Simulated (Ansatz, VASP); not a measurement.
# HfO2 in VASP and in Ansatz

INCAR

```
SYSTEM = HfO2
PREC = Accurate ; ENCUT = 520
EDIFF = 1E-6 ; ISMEAR = 0
SIGMA = 0.05 ; LREAL = .False.
LASPH = .True. ; NELM = 80
ALGO = Normal ; ISIF = 2
LWAVE = .False. ; LCHARG = .True.
GGA = PS ; LELF = .True.
LVHAR = .True. ; NBANDS = 18
```

KPOINTS

```
Automatic mesh
0
Gamma
  10 10 10
  0 0 0
```

The input POSCAR:

```
HfO2
1.0
    0.0000000000      2.5575000000      2.5575000000
    2.5575000000      0.0000000000      2.5575000000
    2.5575000000      2.5575000000      0.0000000000
Hf O
1 2
Direct
    0.0000000000      0.0000000000      0.0000000000
    0.2500000000      0.2500000000      0.2500000000
    0.7500000000      0.7500000000      0.7500000000
```

Input for Ansatz:

```yaml
crystal:
  lattice:
    - [0.0, 2.5575, 2.5575]
    - [2.5575, 0.0, 2.5575]
    - [2.5575, 2.5575, 0.0]
  atoms:
    - { symbol: Hf, position: [0.0, 0.0, 0.0] }
    - { symbol: O, position: [0.25, 0.25, 0.25] }
    - { symbol: O, position: [0.75, 0.75, 0.75] }
basis:
  ecutwfc: 500
  fft_grid_basis: typed
kpoints:
  mp_grid: { grid: [10, 10, 10] }
hamiltonian:
  xc: pbesol
  pseudopotentials: { kind: paw }
scf:
  occupations: { method: gaussian, width: 0.05 }
  n_extra_bands: 6
output:
  forces: true
  stress: false
  eigenvalues: true
  bader: false
  write_density: false
  volumetric_format: npy
  band_densities:
    - { e_range: [-2.4, -1.79] }
    - { e_range: [1.79, 2.4] }
    - { e_range: [-8.26, -6.09] }
    - { e_range: [-6.09, -3.94] }
    - { e_range: [-8.27, -1.77] }
    - { e_range: [-12.85, -12.53] }
    - { e_range: [-20.39, -17.53] }
  dos:
    e_range: [-30, 8]
    de: 0.02
    method: { smearing: { sigma: 0.03, scheme: gaussian } }
    projected: { site_lists: { Hf: [Hf], O: [O] } }
checkpoint:
  read: start.run
  write: ck
  compress: false
  write_wavefunctions: false
  write_every: 100000
```

Measurements of this composition are mostly on another form, of space group No. 14.

Alike in both runs: task single point; functional PBEsol; k mesh 10 × 10 × 10; occupations gaussian, width 0.05 eV; no spin polarisation.

|  | VASP | Ansatz |
| --- | --- | --- |
| version | VASP 6.6.1 | Ansatz 0.2.0 |
| potentials or method | VASP PAW PBE potentials, release 64 (Hf_pv, O) | scalar-relativistic, plane waves, PAW |
| plane-wave cutoff (eV) | 520 | 500 |
| valence electrons in the cell | 22 | 38 |

|  | VASP | Ansatz | Ansatz less VASP |
| --- | --- | --- | --- |
| gap on the k mesh at the Fermi level (eV) | 3.60 | 3.59 | -0.011 |

The two sets of potentials don't hold the same shells in valence.

Caveats: spin-orbit coupling is left out, which moves the levels of the heavy elements. A k mesh can miss the band edges. PBEsol gaps usually lie below the measured ones, often by a third to a half.
